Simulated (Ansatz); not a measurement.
Crystal: KF.

```
CELL_PARAMETERS angstrom
3.25895 0.00000 0.00000
0.00000 3.25895 0.00000
0.00000 0.00000 3.25895
ATOMIC_POSITIONS crystal
K 0.00000 0.00000 0.00000
F 0.50000 0.50000 0.50000
```

The cell comes from a database or a generator and needn't be the stable form of this composition.

Program: Ansatz 0.2.0. Alike in all runs: cell as given.

Problem. Order these runs on this cell by their band gap on the k mesh, lowest first.
A. level LDA; potentials or basis JTH PAW; spin collinear, ferromagnetic start; k mesh 8 × 8 × 8; cutoff (eV) 1500; smearing gaussian 0.02 eV; points for each segment of the path 14
B. level rPW86-PBE; potentials or basis Ansatz PAW accurate; spin off; k mesh 8 × 8 × 8; cutoff (eV) 1300; smearing cold 0.1 eV; conventional yes
C. level HSE03; potentials or basis JTH PAW; spin off; k mesh 5 × 5 × 5; cutoff (eV) 1500; smearing gaussian 0.02 eV; other keys basis.ecutrho_ratio = 8

Solution. A (5.91 eV), B (6.18 eV), C (8.07 eV).

Caveats: odd divisions of the mesh miss points on the zone boundary, where band edges often lie, so the gap on the mesh can be too wide (some runs); the starting moments weren't kept (some runs).

A k mesh can miss the band edges, odd and even meshes differently.
